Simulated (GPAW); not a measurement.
# Bi (Im-3m) in GPAW: notebook

One crystal, Bi, is run at these levels: PBEsol; tasks: band structure.

All numbers are computed with GPAW 26.7.0; they aren't measurements. Logs are shortened: lines on timing, memory, paths and dates and some standing lists are left out, and cuts for length are marked. The log counts tension as positive stress, the text compression.

**1. The crystal as given**

The structure is cubic, space group Im-3m (No. 229). Conventional cell: a = 3.963 Å, b = 3.963 Å, c = 3.963 Å, α = 90.00°, β = 90.00°, γ = 90.00°. Bi (site symmetry m-3m) has 8 Bi at 3.43 Å as nearest neighbours.

This isn't the form of Bi at room conditions, which is rhombohedral.

**2. Band structure, PBEsol**

Contents of run.py:

```python
from ase import Atoms
from ase.dft.bandgap import bandgap
from ase.io import write
from ase.units import GPa
from gpaw import GPAW, PW, setup_paths

setup_paths.insert(0, '.')

atoms = Atoms(['Bi'],
              cell=[[-1.9814305318, 1.9814305318, 1.9814305318],
                    [1.9814305318, -1.9814305318, 1.9814305318],
                    [1.9814305318, 1.9814305318, -1.9814305318]],
              scaled_positions=[[0.0, 0.0, 0.0]],
              pbc=True)

calc = GPAW(mode=PW(600),
            xc='PBEsol',
            kpts={'size': (9, 9, 9), 'gamma': True},
            occupations={'name': 'fermi-dirac', 'width': 0.05},
            nbands=15,
            convergence={'density': 1e-05, 'energy': 1e-05},
            maxiter=150,
            txt='gpaw.txt')
atoms.calc = calc
energy = atoms.get_potential_energy()
forces = atoms.get_forces()
stress = atoms.get_stress()
calc.write('gs.gpw')
write('result.traj', atoms)
print(f'Energy: {energy:.6f} eV')
print('Forces (eV/A):')
print(forces.round(4))
print('Stress (GPa):', (stress / GPa).round(3))
print('Fermi level:', round(calc.get_fermi_level(), 4), 'eV')
print(f'Gap: {bandgap(calc)[0]:.4f} eV, direct: {bandgap(calc, direct=True)[0]:.4f} eV')

path = atoms.cell.bandpath('GHNGPH,PN', npoints=80, eps=1e-4)
bs_calc = calc.fixed_density(kpts=path, symmetry='off', nbands=25,
                             convergence={'bands': 'CBM+6.0', 'eigenstates': 1e-6}, txt='bands.txt')
bs = bs_calc.band_structure()
bs.write('bs.json')
print(f'Gap on the path: {bandgap(bs_calc)[0]:.4f} eV')
```

Potentials or basis: PAW data sets generated in the run's folder for this functional, pw.

Run with:

```sh
$ gpaw-setup -f PBEsol Bi
$ OMP_NUM_THREADS=1 python run.py
```

gpaw.txt:

```text
__  _  _
 | _ |_)|_||  |
 |__||  | ||/\| - 26.7.0

Input parameters:
  mode=PW(ecut=600.0),
  convergence={'density': 1e-05, 'energy': 1e-05},
  kpts=MonkhorstPack(size=(9, 9, 9), gamma=True),
  maxiter=150,
  nbands=15,
  occupations=Occupations(name='fermi-dirac', width=0.05),
  xc=XC(name='PBEsol')

Diagonalizing LCAO Hamiltonian
Converting LCAO to pw mode

       Bi

Atoms  # Å, Bohr magnetons
|   | symbol |        x |        y |        z |    initial magnetic moments |
|---|--------|----------|----------|----------|-----------------------------|
| 0 |     Bi | 0.000000 | 0.000000 | 0.000000 | ( 0.0000,  0.0000,  0.0000) |

Unit cell  # Å
| periodic |         x |         y |         z |  lengths |     angles |
|----------|-----------|-----------|-----------|----------|------------|
|      yes | -1.981431 |  1.981431 |  1.981431 | 3.431938 | 109.471221 |
|      yes |  1.981431 | -1.981431 |  1.981431 | 3.431938 | 109.471221 |
|      yes |  1.981431 |  1.981431 | -1.981431 | 3.431938 | 109.471221 |

Number of symmetries: 48
Symmetry operations  # r_c * U_cc + t_c -> r_c
|    | kind |            matrix            |
|----|------|------------------------------|
|  0 |  σ   |  1, 1, 1,  0, 0,-1,  0,-1, 0 |
|  1 |  C4  |  1, 1, 1,  0, 0,-1, -1, 0, 0 |
|  2 |  C2  |  1, 1, 1,  0,-1, 0,  0, 0,-1 |
|  3 |  S6  |  1, 1, 1,  0,-1, 0, -1, 0, 0 |
|  4 |  S6  |  1, 1, 1, -1, 0, 0,  0, 0,-1 |
|  5 |  C4  |  1, 1, 1, -1, 0, 0,  0,-1, 0 |
|  6 |  E   |  1, 0, 0,  0, 1, 0,  0, 0, 1 |
|  7 |  σ   |  1, 0, 0,  0, 1, 0, -1,-1,-1 |
|  8 |  σ   |  1, 0, 0,  0, 0, 1,  0, 1, 0 |
|  9 |  C3  |  1, 0, 0,  0, 0, 1, -1,-1,-1 |
| 10 |  C3  |  1, 0, 0, -1,-1,-1,  0, 1, 0 |
| 11 |  σ   |  1, 0, 0, -1,-1,-1,  0, 0, 1 |
| 12 |  σ   |  0, 1, 0,  1, 0, 0,  0, 0, 1 |
| 13 |  C2  |  0, 1, 0,  1, 0, 0, -1,-1,-1 |
| 14 |  C3  |  0, 1, 0,  0, 0, 1,  1, 0, 0 |
| 15 |  S4  |  0, 1, 0,  0, 0, 1, -1,-1,-1 |
| 16 |  S4  |  0, 1, 0, -1,-1,-1,  1, 0, 0 |
| 17 |  C3  |  0, 1, 0, -1,-1,-1,  0, 0, 1 |
| 18 |  C3  |  0, 0, 1,  1, 0, 0,  0, 1, 0 |
| 19 |  S4  |  0, 0, 1,  1, 0, 0, -1,-1,-1 |
| 20 |  σ   |  0, 0, 1,  0, 1, 0,  1, 0, 0 |
| 21 |  C3  |  0, 0, 1,  0, 1, 0, -1,-1,-1 |
| 22 |  C2  |  0, 0, 1, -1,-1,-1,  1, 0, 0 |
| 23 |  S4  |  0, 0, 1, -1,-1,-1,  0, 1, 0 |
| 24 |  C4  |  0, 0,-1,  1, 1, 1,  0,-1, 0 |
| 25 |  σ   |  0, 0,-1,  1, 1, 1, -1, 0, 0 |
| 26 |  S6  |  0, 0,-1,  0,-1, 0,  1, 1, 1 |
| 27 |  C2  |  0, 0,-1,  0,-1, 0, -1, 0, 0 |
| 28 |  C4  |  0, 0,-1, -1, 0, 0,  1, 1, 1 |
| 29 |  S6  |  0, 0,-1, -1, 0, 0,  0,-1, 0 |
| 30 |  S6  |  0,-1, 0,  1, 1, 1,  0, 0,-1 |
| 31 |  C4  |  0,-1, 0,  1, 1, 1, -1, 0, 0 |
| 32 |  C4  |  0,-1, 0,  0, 0,-1,  1, 1, 1 |
| 33 |  S6  |  0,-1, 0,  0, 0,-1, -1, 0, 0 |
| 34 |  σ   |  0,-1, 0, -1, 0, 0,  1, 1, 1 |
| 35 |  C2  |  0,-1, 0, -1, 0, 0,  0, 0,-1 |
| 36 |  C2  | -1, 0, 0,  1, 1, 1,  0, 0,-1 |
| 37 |  S6  | -1, 0, 0,  1, 1, 1,  0,-1, 0 |
| 38 |  S6  | -1, 0, 0,  0, 0,-1,  1, 1, 1 |
| 39 |  C2  | -1, 0, 0,  0, 0,-1,  0,-1, 0 |
| 40 |  C2  | -1, 0, 0,  0,-1, 0,  1, 1, 1 |
| 41 |  i   | -1, 0, 0,  0,-1, 0,  0, 0,-1 |
| 42 |  S4  | -1,-1,-1,  1, 0, 0,  0, 1, 0 |
| 43 |  C3  | -1,-1,-1,  1, 0, 0,  0, 0, 1 |
| 44 |  C3  | -1,-1,-1,  0, 1, 0,  1, 0, 0 |
| 45 |  σ   | -1,-1,-1,  0, 1, 0,  0, 0, 1 |
| 46 |  S4  | -1,-1,-1,  0, 0, 1,  1, 0, 0 |
| 47 |  C2  | -1,-1,-1,  0, 0, 1,  0, 1, 0 |

BZ-sampling:
  Number of BZ points: 729
  Number of IBZ points: 35

  Monkhorst-Pack size: [9, 9, 9]
  Monkhorst-Pack shift: [0, 0, 0]

K-points  # in reciprocal-cell coordinates
|     |                                coordinates |     weight |
|-----|--------------------------------------------|------------|
|   0 | (  0.00000000,   0.00000000,   0.00000000) | 0.00137174 |
|   1 | (  0.11111111,   0.00000000,   0.00000000) | 0.01646091 |
|   2 | (  0.11111111,   0.11111111,  -0.11111111) | 0.00823045 |
|   3 | (  0.22222222,   0.00000000,  -0.11111111) | 0.03292181 |
|   4 | (  0.22222222,   0.00000000,   0.00000000) | 0.01646091 |
|   5 | (  0.22222222,   0.11111111,  -0.11111111) | 0.03292181 |
|   6 | (  0.22222222,   0.22222222,  -0.22222222) | 0.00823045 |
|   7 | (  0.33333333,  -0.11111111,  -0.11111111) | 0.01097394 |
|   8 | (  0.33333333,   0.00000000,  -0.11111111) | 0.06584362 |
|   9 | (  0.33333333,   0.00000000,   0.00000000) | 0.01646091 |
| ... |                                            |            |
|  34 | (  0.44444444,   0.44444444,   0.44444444) | 0.01097394 |

Plane wave coefficients: 1055
Cutoff: 600.0 eV

Spin-components: 1 (collinear spins)
Bands:           15
Projectors:      6
Spin-degeneracy: 2
Datatype:        complex128

Parallelization:
  kpt:    1
  domain: 1
  band:   1

Density:
  Valence electrons: 15.0
  Components: 1
  Grid points: [20 20 20]
  Charge: 0.0  # |e|

Potential:
  Grid points: [20 20 20]

species:
  Bi:
    name:    Bismuth
    Z:       83.0
    valence: 15
    core:    68
    charge:  0.0  # [|e|]
    compensation charges:
      type: gauss
      rc: 0.38  # [Å]
      lmax: 2
    cutoffs:
      filter: 2.23  # [Å]
      core: 2.33  # [Å]
    projectors
    | kind |    occ | energy [eV] | rcut [Å] |
    |------|--------|-------------|----------|
    |   6s |  2.000 |     -14.443 |    1.286 |
    |   6p |  3.000 |      -4.606 |    1.275 |
    |   5d | 10.000 |     -27.097 |    1.349 |
    |    s |        |      12.769 |    1.286 |
    |    p |        |      22.605 |    1.275 |
    |    d |        |       0.114 |    1.349 |

    Using partial waves for Bi as LCAO basis

Reference energy: -584693.896228  # eV

eigensolver:
  PPCG
  Converge bands: occupied
  niter=2

density mixing:
  MSR1-Mixer
  Pratt-step length: 0.05
  Maximum mixing coefficient: 0.75
  Old densities: 10
  SVD Regularization: 0.005
  Good broyden scale: 1.0
  Trust region scale: 1.0
  Backstep threshold: 4.0
  History deletion threshold: 6.0
  Fourier metric: weight=20.0, sigma=0.015

occupation numbers:
  Fermi-Dirac:
    width: 0.0500  # eV

poisson solver:
  ecut: 4800.0  # eV

xc functional:
  name: PBEsol with 2 nearest neighbor stencil

convergence criteria:
[... 6 lines left out ...]
|iter     | |      energy | eigst |  dens |
|---------|-|-------------|-------|-------|
|iter:   1| |   -5.015282 | -0.44 |       |
|iter:   2| |   -5.016970 | -2.88 | -1.76 |
|iter:   3| |   -5.017728 | -3.45 | -1.80 |
|iter:   4| |   -5.019579 | -3.89 | -2.19 |
|iter:   5| |   -5.020019 | -4.40 | -2.66 |
|iter:   6| |   -5.020024 | -6.25 | -3.47 |
|iter:   7| |   -5.020026c| -6.64 | -3.99 |
|iter:   8| |   -5.020026c| -7.68c| -5.09c|

Converged in 8 steps
Energy contributions relative to reference atoms: (reference = -584693.896228)

Energy contributions:
  Kinetic:          14.435336
  Coulomb:         -13.296399
  Zero:             -1.465107
  External:          0.000000
  Xc:               -4.691796
  Entropy:          -0.004122
  Spinorbit:         0.000000
  ----------------------------
  Free energy:      -5.022087
  Extrapolated:     -5.020026

dipole moment: (-7.722538, -7.722538, -7.722538)  # |e|*Ang

Fermi level: 7.503
Eigenvalues  # (at kpt = [0.000, 0.000, 0.000])
| band index |      eig [eV] | occ [0-2] |
|------------|---------------|-----------|
|          0 |       -15.674 |     2.000 |
|          1 |       -15.674 |     2.000 |
|          2 |       -15.674 |     2.000 |
|          3 |       -15.545 |     2.000 |
|          4 |       -15.545 |     2.000 |
|          5 |        -5.959 |     2.000 |
|          6 |        12.578 |     0.000 |
|          7 |        12.578 |     0.000 |
|          8 |        12.578 |     0.000 |
|          9 |        16.700 |     0.000 |
|         10 |        18.034 |     0.000 |
|         11 |        18.034 |     0.000 |
|         12 |        18.034 |     0.000 |
|         13 |        19.132 |     0.000 |
|         14 |        19.132 |     0.000 |

No gap
No difference between direct/indirect transitions

Forces  # eV/Ang
|       x |        y |        z |
|---------|----------|----------|
| 0.00000 | -0.00000 | -0.00000 |  # Bi   0

Stress tensor  # eV/Ang^3
|        x |         y |         z |
|----------|-----------|-----------|
| 0.013007 |  0.000000 |  0.000000 |
| 0.000000 |  0.013007 | -0.000000 |
| 0.000000 | -0.000000 |  0.013007 |

# Writing to gs.gpw (mode='')
```

It took 22 s on 1 thread of Intel Xeon Platinum 8259CL at 2.50GHz (Skylake/Cascade Lake), shared host; peak memory 0.2 GiB.

What came out:

* Free energy: -5.0221 eV
* Pressure: -2.1 GPa
* Band gap along the path: none (metal or under the smearing width)

Levels at the corners of the path, in eV from the Fermi level:
```
point  band 4  band 5  band 6  band 7  band 8  band 9  band 10  band 11
    Γ  -23.05  -23.05  -13.46    5.08    5.08    5.08     9.20    10.53
    H  -22.99  -22.99   -8.23   -1.85   -1.85   -1.85     3.45     3.45
    N  -23.05  -22.97  -10.37   -5.12    1.53    3.41     5.93     7.49
    Γ  -23.05  -23.05  -13.46    5.08    5.08    5.08     9.20    10.53
    P  -23.05  -23.05   -9.82   -2.38   -2.38   -2.38    14.99    14.99
    H  -22.99  -22.99   -8.23   -1.85   -1.85   -1.85     3.45     3.45
    P  -23.05  -23.05   -9.82   -2.38   -2.38   -2.38    14.99    14.99
    N  -23.05  -22.97  -10.37   -5.12    1.53    3.41     5.93     7.49
```

Caveat: spin-orbit coupling is left out, which moves the levels of the heavy elements.

**3. Band structure, PBEsol, spin-orbit coupling, no magnetisation**

run.py: that of step 2 with these lines changed.

```diff
@@ -1 +1,2 @@
+import numpy as np
 from ase import Atoms
@@ -5,2 +6,3 @@
 from gpaw import GPAW, PW, setup_paths
+from gpaw.spinorbit import soc_eigenstates
 
@@ -42 +44,7 @@
 print(f'Gap on the path: {bandgap(bs_calc)[0]:.4f} eV')
+
+soc = soc_eigenstates(bs_calc, theta=90, phi=0)
+np.savetxt('soc_bands.dat', soc.eigenvalues(), fmt='%.4f')
+mesh = soc_eigenstates('gs.gpw', theta=90, phi=0)
+np.savetxt('soc_mesh.dat', mesh.eigenvalues(), fmt='%.4f')
+print('Fermi level with spin-orbit coupling:', round(mesh.fermi_level, 4), 'eV')
```

Potentials or basis: PAW data sets generated in the run's folder for this functional, pw.

Run with:

```sh
$ gpaw-setup -f PBEsol Bi
$ OMP_NUM_THREADS=1 python run.py
```

gpaw.txt:

```text
__  _  _
 | _ |_)|_||  |
 |__||  | ||/\| - 26.7.0

Input parameters:
  mode=PW(ecut=600.0),
  convergence={'density': 1e-05, 'energy': 1e-05},
  kpts=MonkhorstPack(size=(9, 9, 9), gamma=True),
  maxiter=150,
  nbands=15,
  occupations=Occupations(name='fermi-dirac', width=0.05),
  xc=XC(name='PBEsol')

Diagonalizing LCAO Hamiltonian
Converting LCAO to pw mode

       Bi

Atoms  # Å, Bohr magnetons
|   | symbol |        x |        y |        z |    initial magnetic moments |
|---|--------|----------|----------|----------|-----------------------------|
| 0 |     Bi | 0.000000 | 0.000000 | 0.000000 | ( 0.0000,  0.0000,  0.0000) |

Unit cell  # Å
| periodic |         x |         y |         z |  lengths |     angles |
|----------|-----------|-----------|-----------|----------|------------|
|      yes | -1.981431 |  1.981431 |  1.981431 | 3.431938 | 109.471221 |
|      yes |  1.981431 | -1.981431 |  1.981431 | 3.431938 | 109.471221 |
|      yes |  1.981431 |  1.981431 | -1.981431 | 3.431938 | 109.471221 |

Number of symmetries: 48
Symmetry operations  # r_c * U_cc + t_c -> r_c
|    | kind |            matrix            |
|----|------|------------------------------|
|  0 |  σ   |  1, 1, 1,  0, 0,-1,  0,-1, 0 |
|  1 |  C4  |  1, 1, 1,  0, 0,-1, -1, 0, 0 |
|  2 |  C2  |  1, 1, 1,  0,-1, 0,  0, 0,-1 |
|  3 |  S6  |  1, 1, 1,  0,-1, 0, -1, 0, 0 |
|  4 |  S6  |  1, 1, 1, -1, 0, 0,  0, 0,-1 |
|  5 |  C4  |  1, 1, 1, -1, 0, 0,  0,-1, 0 |
|  6 |  E   |  1, 0, 0,  0, 1, 0,  0, 0, 1 |
|  7 |  σ   |  1, 0, 0,  0, 1, 0, -1,-1,-1 |
|  8 |  σ   |  1, 0, 0,  0, 0, 1,  0, 1, 0 |
|  9 |  C3  |  1, 0, 0,  0, 0, 1, -1,-1,-1 |
| 10 |  C3  |  1, 0, 0, -1,-1,-1,  0, 1, 0 |
| 11 |  σ   |  1, 0, 0, -1,-1,-1,  0, 0, 1 |
[... 136 lines left out ...]
  name: PBEsol with 2 nearest neighbor stencil

convergence criteria:
[... 6 lines left out ...]
|iter     | |      energy | eigst |  dens |
|---------|-|-------------|-------|-------|
|iter:   1| |   -5.015282 | -0.44 |       |
|iter:   2| |   -5.016970 | -2.88 | -1.76 |
|iter:   3| |   -5.017728 | -3.45 | -1.80 |
|iter:   4| |   -5.019579 | -3.89 | -2.19 |
|iter:   5| |   -5.020019 | -4.40 | -2.66 |
|iter:   6| |   -5.020024 | -6.25 | -3.47 |
|iter:   7| |   -5.020026c| -6.64 | -3.99 |
|iter:   8| |   -5.020026c| -7.68c| -5.09c|

Converged in 8 steps
Energy contributions relative to reference atoms: (reference = -584693.896228)

Energy contributions:
  Kinetic:          14.435336
  Coulomb:         -13.296399
  Zero:             -1.465107
  External:          0.000000
  Xc:               -4.691796
  Entropy:          -0.004122
  Spinorbit:         0.000000
  ----------------------------
  Free energy:      -5.022087
  Extrapolated:     -5.020026

dipole moment: (-7.722538, -7.722538, -7.722538)  # |e|*Ang

Fermi level: 7.503
Eigenvalues  # (at kpt = [0.000, 0.000, 0.000])
| band index |      eig [eV] | occ [0-2] |
|------------|---------------|-----------|
|          0 |       -15.674 |     2.000 |
|          1 |       -15.674 |     2.000 |
|          2 |       -15.674 |     2.000 |
|          3 |       -15.545 |     2.000 |
|          4 |       -15.545 |     2.000 |
|          5 |        -5.959 |     2.000 |
|          6 |        12.578 |     0.000 |
|          7 |        12.578 |     0.000 |
|          8 |        12.578 |     0.000 |
|          9 |        16.700 |     0.000 |
|         10 |        18.034 |     0.000 |
|         11 |        18.034 |     0.000 |
|         12 |        18.034 |     0.000 |
|         13 |        19.132 |     0.000 |
|         14 |        19.132 |     0.000 |

No gap
No difference between direct/indirect transitions

Forces  # eV/Ang
|        x |       y |       z |
|----------|---------|---------|
| -0.00000 | 0.00000 | 0.00000 |  # Bi   0

Stress tensor  # eV/Ang^3
|        x |         y |         z |
|----------|-----------|-----------|
| 0.013007 |  0.000000 |  0.000000 |
| 0.000000 |  0.013007 | -0.000000 |
| 0.000000 | -0.000000 |  0.013007 |

# Writing to gs.gpw (mode='')
```

stdout:

```text
Energy: -5.020026 eV
Forces (eV/A):
[[-0.  0.  0.]]
Stress (GPa): [ 2.084  2.084  2.084 -0.     0.     0.   ]
Fermi level: 7.5025 eV
Gap: 0.0000 eV, direct: 0.0000 eV
Gap on the path: 0.0000 eV
Fermi level with spin-orbit coupling: 7.3928 eV
```

bands.txt:

```text
Diagonalizing LCAO Hamiltonian
Converting LCAO to pw mode
convergence criteria:
- Maximum integral of absolute [eigenst]ate change: 1e-06 eV^2 / valence electron
maximum number of iterations: 150

SCF iterations
|iter     | |      energy | eigst |  dens |
|---------|-|-------------|-------|-------|
|iter:   1| |             | -0.19 |       |
[... 84 lines left out ...]
         [ 0.19444444,  0.19444444,  0.30555556],
         [ 0.16666667,  0.16666667,  0.33333333],
         [ 0.13888889,  0.13888889,  0.36111111],
         [ 0.11111111,  0.11111111,  0.38888889],
         [ 0.08333333,  0.08333333,  0.41666667],
         [ 0.05555556,  0.05555556,  0.44444444],
         [ 0.02777778,  0.02777778,  0.47222222],
         [ 0.        ,  0.        ,  0.5       ]])),
  maxiter=150,
  nbands=25,
  occupations=Occupations(name='fermi-dirac', width=0.05),
  symmetry=Symmetry(point_group=False, time_reversal=False),
  xc=XC(name='PBEsol')
```

Wall time 23 s (1 thread of Intel Xeon Platinum 8259CL at 2.50GHz (Skylake/Cascade Lake), shared host); peak memory 0.24 GiB.

What came out:

```yaml
Free_energy: -5.0221 eV
Pressure: -2.1 GPa
Band_gap_along_the_path: none (metal or under the smearing width)
```

Levels at the corners of the path, in eV from the Fermi level:
```tsv
point	band 14	band 15	band 16	band 17	band 18	band 19
Γ	1.86	6.79	6.79	6.79	6.79	9.31
H	-3.62	-0.92	-0.92	-0.92	-0.92	3.57
N	-5.29	1.05	1.05	3.99	3.99	6.04
Γ	1.86	6.79	6.79	6.79	6.79	9.31
P	-3.75	-1.68	-1.68	-1.68	-1.68	13.02
H	-3.62	-0.92	-0.92	-0.92	-0.92	3.57
P	-3.75	-1.68	-1.68	-1.68	-1.68	13.02
N	-5.29	1.05	1.05	3.99	3.99	6.04
```

Caveat: spin-orbit coupling was added after a scalar SCF, so levels and gaps hold it while energy, forces, pressure and moments don't; this program's spin-orbit splittings come out too wide for heavy elements.
